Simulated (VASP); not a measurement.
# Sn (Im-3m) in VASP: single point with PBEsol

Aim: the single point of Sn with PBEsol.

Program: VASP 6.6.1. These are calculated values, not measurements. Logs are shortened: lines on timing, memory, paths and dates and some standing lists are left out, and cuts for length are marked.

### Step 1. The crystal as given

The structure is cubic, space group Im-3m (No. 229). The conventional cell has a = 3.789 Å, b = 3.789 Å, c = 3.789 Å, α = 90.00°, β = 90.00°, γ = 90.00°. Sn (site symmetry m-3m) has 8 Sn at 3.28 Å as nearest neighbours.

This isn't the form of Sn at room conditions, which is tetragonal (white tin).

### Step 2. Single point, PBEsol

The input, INCAR:

```
SYSTEM = Sn
ALGO = Normal
EDIFF = 1E-7
ENCUT = 520
GGA = PS
ISIF = 2
ISMEAR = 0
LASPH = .TRUE.
LCHARG = .TRUE.
LELF = .TRUE.
LREAL = .FALSE.
LVHAR = .TRUE.
LWAVE = .FALSE.
NBANDS = 13
NELM = 100
PREC = Accurate
SIGMA = 0.1
```

The input, KPOINTS:

```
k-points
0
G
  6 6 6
  0 0 0
```

The input, POSCAR:

```
Sn
1.0
   -1.8946518192      1.8946518192      1.8946518192
    1.8946518192     -1.8946518192      1.8946518192
    1.8946518192      1.8946518192     -1.8946518192
Sn
1
Direct
    0.0000000000      0.0000000000      0.0000000000
```

Potentials or basis: VASP PAW PBE potentials, release 64 (Sn_d).

Started as:

```
$ cat potpaw_PBE.64/Sn_d/POTCAR > POTCAR
$ mpirun -np 1 vasp_std > vasp.out
```

OUTCAR:

```text
SYSTEM = Sn
   EDIFF = 1E-7
   ENCUT = 520
   GGA = PS
   ISIF = 2
   ISMEAR = 0
   LASPH = .TRUE.
   LREAL = .FALSE.
   NELM = 100
   PREC = Accurate

 ion  position               nearest neighbor table
   1  0.000  0.000  0.000-

  LATTYP: Found a body centered cubic cell.
 ALAT       =     3.7893036384

  Lattice vectors:

 A1 = (  -1.8946518192,   1.8946518192,   1.8946518192)
 A2 = (   1.8946518192,  -1.8946518192,   1.8946518192)
 A3 = (   1.8946518192,   1.8946518192,  -1.8946518192)

Analysis of symmetry for initial positions (statically):
=====================================================================
 Subroutine PRICEL returns:
 Original cell was already a primitive cell.

 Routine SETGRP: Setting up the symmetry group for a
 body centered cubic supercell.

 Subroutine GETGRP returns: Found 48 space group operations
 (whereof 48 operations were pure point group operations)
 out of a pool of 48 trial point group operations.

The static configuration has the point symmetry O_h .

Analysis of symmetry for dynamics (positions and initial velocities):
=====================================================================
 Subroutine PRICEL returns:
 Original cell was already a primitive cell.

 Routine SETGRP: Setting up the symmetry group for a
 body centered cubic supercell.

 Subroutine GETGRP returns: Found 48 space group operations
 (whereof 48 operations were pure point group operations)
 out of a pool of 48 trial point group operations.

The dynamic configuration has the point symmetry O_h .

 Subroutine INISYM returns: Found 48 space group operations
 (whereof 48 operations are pure point group operations),
 and found     1 'primitive' translations

----------------------------------------------------------------------------------------

                                     Primitive cell

  volume of cell :      27.2050

  direct lattice vectors                    reciprocal lattice vectors
    -1.894651819  1.894651819  1.894651819     0.000000000  0.263900731  0.263900731
     1.894651819 -1.894651819  1.894651819     0.263900731  0.000000000  0.263900731
     1.894651819  1.894651819 -1.894651819     0.263900731  0.263900731  0.000000000

  length of vectors
     3.281633214  3.281633214  3.281633214     0.373211993  0.373211993  0.373211993

  position of ions in fractional coordinates (direct lattice)
     0.000000000  0.000000000  0.000000000

  ion indices of the primitive-cell ions
   primitive index   ion index
                 1           1

----------------------------------------------------------------------------------------

 KPOINTS: k-points

Automatic generation of k-mesh.
 Grid dimensions read from file:
 generate k-points for:    6    6    6

 Generating k-lattice:

  Cartesian coordinates                     Fractional coordinates (reciprocal lattice)
     0.000000000  0.043983455  0.043983455     0.166666667  0.000000000  0.000000000
     0.043983455  0.000000000  0.043983455     0.000000000  0.166666667  0.000000000
     0.043983455  0.043983455  0.000000000     0.000000000  0.000000000  0.166666667

  Length of vectors
     0.062201999  0.062201999  0.062201999

  Shift w.r.t. Gamma in fractional coordinates (k-lattice)
     0.000000000  0.000000000  0.000000000

 Subroutine IBZKPT returns following result:
 ===========================================

 Found     16 irreducible k-points:

 Following reciprocal coordinates:
            Coordinates               Weight
  0.000000  0.000000  0.000000      1.000000
  0.166667  0.000000  0.000000     12.000000
  0.333333  0.000000  0.000000     12.000000
  0.500000  0.000000  0.000000      6.000000
  0.166667  0.166667  0.000000     24.000000
  0.333333  0.166667  0.000000     48.000000
[... 8 lines left out ...]
  0.500000  0.500000  0.333333     12.000000
  0.500000  0.500000  0.500000      1.000000
   k-points           NKPTS =     16   k-points in BZ     NKDIM =     16   number of bands    NBANDS=     13
   number of dos      NEDOS =    301   number of ions     NIONS =      1
   total plane-waves  NPLWV =  13824
   dimension x,y,z NGX =    24 NGY =   24 NGZ =   24
   dimension x,y,z NGXF=    48 NGYF=   48 NGZF=   48
   ions per type =               1
   NGX,Y,Z   is equivalent  to a cutoff of  12.16, 12.16, 12.16 a.u.
   NGXF,Y,Z  is equivalent  to a cutoff of  24.32, 24.32, 24.32 a.u.
 SYSTEM =  Sn
   PREC   = accura    normal or accurate (medium, high low for compatibility)
   ISTART =      0    job   : 0-new  1-cont  2-samecut
   ICHARG =      2    charge: 1-file 2-atom 10-const
   ISPIN  =      1    spin polarized calculation?
   LNONCOLLINEAR =      F non collinear calculations
   LSORBIT =      F    spin-orbit coupling
   LASPH  =      T    aspherical Exc in radial PAW
   ENCUT  =  520.0 eV  38.22 Ry    6.18 a.u.   6.10  6.10  6.10*2*pi/ulx,y,z
   NELM   =    100;   NELMIN=  2; NELMDL= -5     # of ELM steps
   EDIFF  = 0.1E-06   stopping-criterion for ELM
   LREAL  =      F    real-space projection
[... 7 lines left out ...]
   TEBEG  =    0.0;   TEEND  =   0.0 temperature during run
   PSTRESS=    0.0 pullay stress
   NELECT =      14.0000    total number of electrons
   NUPDOWN=      -1.0000    fix difference up-down
   EMIN   =  10.00;   EMAX   =-10.00  energy-range for DOS
   EFERMI =   0.00;   METHOD = LEGACY
   ISMEAR =     0;   SIGMA  =   0.10  broadening in eV -4-tet -1-fermi 0-gaus
   EFERMI_NEDOS =   21; number of points for ismear=-14 and -15
   IALGO  =     38    algorithm
   IMIX   =      4    mixing-type and parameters
     AMIX     =   0.40;   BMIX     =  1.00
     AMIX_MAG =   1.60;   BMIX_MAG =  1.00
  volume/ion in A,a.u.               =      27.20       183.59
  Fermi-wavevector in a.u.,A,eV,Ry     =   1.311902  2.479136 23.416813  1.721087
  Thomas-Fermi vector in A             =   2.442332
   LORBIT       =      0    0 simple, 1 ext, 2 COOP (PROOUT), +10 PAW based schemes
   GGA     = PS    functional components
   LHFCALC =     F    Hartree Fock is set to
   AEXX    =    0.0000 exact exchange contribution
   IVDW    =     0    specifies the selected vdW correction
   LEPSILON=     F    determine dielectric tensor
   LRPA    =     F    only Hartree local field effects (RPA)
 non-spin polarized calculation
 Gauss-broadening in eV      SIGMA  =   0.10
  energy-cutoff  :      520.00
  volume of cell :       27.20
 maximum number of plane-waves:       746
   NGX = 13   NGY = 13   NGZ = 13

 number of electron      13.9999996 magnetization

 Free energy of the ion-electron system (eV)
  ---------------------------------------------------
  ext. energy  EPLUGINS =         0.00000000
  ---------------------------------------------------
  free energy    TOTEN  =        -4.25094525 eV

  energy without entropy =       -4.24844856  energy(sigma->0) =       -4.24969690

 E-fermi :   8.0607     XC(G=0): -10.5012

 val. band max:        7.5039434469   @ k =   0.3333   0.1667   0.1667
 cond. band min:       8.1084181939   @ k =   0.5000   0.5000   0.3333
 fundamental gap:      0.6044747471
 Fermi energy:         8.0607245662

 k-point     1 :       0.0000    0.0000    0.0000
  band No.  band energies     occupation
      1     -13.5284      2.00000
      2     -13.5284      2.00000
      3     -13.5284      2.00000
      4     -13.3889      2.00000
      5     -13.3889      2.00000
      6      -3.1747      2.00000
      7      15.8586      0.00000
      8      15.8586      0.00000
      9      15.8586      0.00000
     10      20.0367      0.00000
     11      20.0367      0.00000
     12      20.0367      0.00000
     13      20.6633      0.00000

 k-point     2 :       0.1667    0.0000    0.0000
  band No.  band energies     occupation
      1     -13.5400      2.00000
      2     -13.5131      2.00000
      3     -13.4735      2.00000
      4     -13.4007      2.00000
      5     -13.3905      2.00000
      6      -2.5688      2.00000
      7      12.0657      0.00000
      8      14.1642      0.00000
      9      15.1160      0.00000
     10      17.6137      0.00000
     11      17.9886      0.00000
     12      19.7249      0.00000
     13      21.7094      0.00000

 k-point     3 :       0.3333    0.0000    0.0000
  band No.  band energies     occupation
      1     -13.5630      2.00000
      2     -13.5035      2.00000
      3     -13.4061      2.00000
      4     -13.3935      2.00000
      5     -13.3617      2.00000
      6      -0.7610      2.00000
      7       6.9244      2.00000
      8      12.2301      0.00000
      9      13.8581      0.00000
     10      16.2854      0.00000
     11      16.6277      0.00000
     12      21.1507      0.00000
     13      22.8140      0.00000

 k-point     4 :       0.5000    0.0000    0.0000
  band No.  band energies     occupation
      1     -13.5745      2.00000
      2     -13.5118      2.00000
      3     -13.3970      2.00000
      4     -13.3949      2.00000
      5     -13.3046      2.00000
      6       1.4922      2.00000
      7       3.4948      2.00000
      8      11.5123      0.00000
      9      13.3424      0.00000
     10      15.8648      0.00000
     11      16.1806      0.00000
     12      22.8728      0.00000
     13      23.8773      0.00000

 k-point     5 :       0.1667    0.1667    0.0000
  band No.  band energies     occupation
      1     -13.5409      2.00000
      2     -13.5051      2.00000
      3     -13.4122      2.00000
      4     -13.4026      2.00000
      5     -13.3897      2.00000
      6      -1.3595      2.00000
      7       9.1392      0.00000
      8      10.8171      0.00000
      9      13.4471      0.00000
     10      17.8650      0.00000
     11      18.3031      0.00000
     12      20.8067      0.00000
     13      22.5297      0.00000

 k-point     6 :       0.3333    0.1667    0.0000
  band No.  band energies     occupation
      1     -13.5515      2.00000
      2     -13.4896      2.00000
      3     -13.4053      2.00000
      4     -13.4014      2.00000
      5     -13.3363      2.00000
      6       0.9398      2.00000
      7       5.1633      2.00000
      8       8.9839      0.00000
      9      12.4253      0.00000
     10      17.2157      0.00000
     11      19.8126      0.00000
     12      20.8784      0.00000
     13      23.3319      0.00000

 k-point     7 :       0.3333    0.3333    0.0000
  band No.  band energies     occupation
      1     -13.5405      2.00000
      2     -13.4373      2.00000
      3     -13.4373      2.00000
      4     -13.3741      2.00000
      5     -13.3741      2.00000
      6       2.5099      2.00000
      7       5.4544      2.00000
      8       5.4544      2.00000
      9      11.9569      0.00000
     10      19.0653      0.00000
     11      20.1611      0.00000
     12      20.1611      0.00000
     13      26.4064      0.00000
[... 65 lines left out ...]
 k-point    12 :       0.5000    0.5000    0.1667
  band No.  band energies     occupation
      1     -13.5136      2.00000
      2     -13.4968      2.00000
      3     -13.4345      2.00000
      4     -13.4026      2.00000
      5     -13.3098      2.00000
      6       2.0300      2.00000
      7       4.1254      2.00000
      8       9.9190      0.00000
      9      11.4902      0.00000
     10      17.2993      0.00000
     11      18.7020      0.00000
     12      19.1307      0.00000
     13      19.8031      0.00000

 k-point    13 :      -0.3333    0.5000    0.1667
  band No.  band energies     occupation
      1     -13.4869      2.00000
      2     -13.4850      2.00000
      3     -13.4573      2.00000
      4     -13.3816      2.00000
      5     -13.3339      2.00000
      6       2.0312      2.00000
      7       5.8927      2.00000
      8       7.1606      2.00000
      9      12.5478      0.00000
     10      15.3750      0.00000
     11      17.9265      0.00000
     12      18.8008      0.00000
     13      24.5743      0.00000

 k-point    14 :      -0.3333    0.3333    0.3333
  band No.  band energies     occupation
      1     -13.5077      2.00000
      2     -13.4745      2.00000
      3     -13.3887      2.00000
      4     -13.3887      2.00000
      5     -13.3757      2.00000
      6       1.5769      2.00000
      7       8.6409      0.00000
      8       8.7784      0.00000
      9       8.7784      0.00000
     10      12.7296      0.00000
     11      17.5627      0.00000
     12      23.6281      0.00000
     13      23.9407      0.00000

 k-point    15 :       0.5000    0.5000    0.3333
  band No.  band energies     occupation
      1     -13.5239      2.00000
      2     -13.5115      2.00000
      3     -13.3891      2.00000
      4     -13.3583      2.00000
      5     -13.3201      2.00000
      6       3.6171      2.00000
      7       5.8567      2.00000
      8       8.1084      0.50000
      9       9.3486      0.00000
     10      13.3657      0.00000
     11      14.3491      0.00000
     12      23.2243      0.00000
     13      24.1561      0.00000

 k-point    16 :       0.5000    0.5000    0.5000
  band No.  band energies     occupation
      1     -13.5490      2.00000
      2     -13.5490      2.00000
      3     -13.3253      2.00000
      4     -13.3253      2.00000
      5     -13.3253      2.00000
      6       5.4146      2.00000
      7       7.4379      2.00000
      8       7.4379      2.00000
      9       7.4379      2.00000
     10      11.7554      0.00000
     11      11.7554      0.00000
     12      26.1376      0.00000
     13      28.7291      0.00000

------------------------ aborting loop because EDIFF is reached ----------------------------------------

  FORCE on cell =-STRESS in cart. coord.  units (eV):
  Direction    XX          YY          ZZ          XY          YZ          ZX
  --------------------------------------------------------------------------------------
  -------------------------------------------------------------------------------------
  Total       -0.3682959     -0.3682959     -0.3682959      0.0000000      0.0000000      0.0000000
  in kB      -21.6899818    -21.6899818    -21.6899818      0.0000000      0.0000000      0.0000000
  external PRESSURE =     -21.6899818 kB  Pullay stress =       0.0000000 kB

 VOLUME and BASIS-vectors are now :
 -----------------------------------------------------------------------------
  energy-cutoff  :      520.00
  volume of cell :       27.20
      direct lattice vectors                 reciprocal lattice vectors
    -1.894651819  1.894651819  1.894651819     0.000000000  0.263900731  0.263900731
     1.894651819 -1.894651819  1.894651819     0.263900731  0.000000000  0.263900731
     1.894651819  1.894651819 -1.894651819     0.263900731  0.263900731  0.000000000

 POSITION                                       TOTAL-FORCE (eV/Angst)
 -----------------------------------------------------------------------------------
      0.00000      0.00000      0.00000         0.000000      0.000000     -0.000000
 -----------------------------------------------------------------------------------
    total drift:                               -0.000000      0.000000      0.000000

  FREE ENERGIE OF THE ION-ELECTRON SYSTEM (eV)
  ---------------------------------------------------
  free  energy   TOTEN  =        -4.2509452491 eV

  energy  without entropy=       -4.2484485606  energy(sigma->0) =       -4.24969690
```

Wall time 3.9 s (1 thread of AMD EPYC 9R14 (Zen 4), shared host); peak memory 0.1 GiB.

What came out:

* Free energy: -4.2509 eV
* Pressure: -2.2 GPa
* Band gap on the k mesh: none (metal or under the smearing width)

Levels at points of the mesh, in eV from the Fermi level:
```
           k point  band 4  band 5  band 6  band 7  band 8  band 9  band 10  band 11
(0.00, 0.00, 0.00)  -21.45  -21.45  -11.24    7.80    7.80    7.80    11.98    11.98
(0.50, 0.00, 0.00)  -21.46  -21.37   -6.57   -4.57    3.45    5.28     7.80     8.12
(0.50, 0.50, 0.50)  -21.39  -21.39   -2.65   -0.62   -0.62   -0.62     3.69     3.69
```

Caveat: the k mesh is coarse (spacing up to 0.39 Å⁻¹), so the values aren't converged; the PAW data sets were made with another functional, which shifts forces and pressure a little.
